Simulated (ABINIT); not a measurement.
Input of an ABINIT 10.8.3 (patched build) run:

The input run.abi:

```
# Pseudopotentials
pp_dirpath "./"
pseudos "Sn.upf, Se.upf"

# Structure
acell 4.2567828227 4.2567828227 4.2567828227 Angstrom
rprim
     0.0000000000     0.7071067812     0.7071067812
     0.7071067812     0.0000000000     0.7071067812
     0.7071067812     0.7071067812     0.0000000000
ntypat 2
znucl 50 34
natom 2
typat 1 2
xred
     0.0000000000     0.0000000000     0.0000000000
     0.5000000000     0.5000000000     0.5000000000

# Plane-wave basis
ecut 40.0

# k points
kptopt 1
ngkpt 6 6 6
nshiftk 1
shiftk 0.0 0.0 0.0

# Exchange and correlation
ixc 7

# Bands and occupations
nband 19
occopt 3
tsmear 0.00183747

# SCF cycle
nstep 100
tolvrs 1.0e-10

# Output
iomode 3
prtwf 0
prtden 0
prteig 0
prtebands 0
enunit 2
```

Potentials or basis: PseudoDojo NC SR LDA v0.4.1 standard.

Run with:

```console
$ mpirun --bind-to none -np 4 abinit run.abi > log 2>&1
```

Task: Predict the band gap on the k mesh.

Result: 0.60 eV, direct.

Task: Estimate the pressure.

Result: -3.8 GPa.

Caveat: spin-orbit coupling is left out, which moves the levels of the heavy elements. A k mesh can miss the band edges.
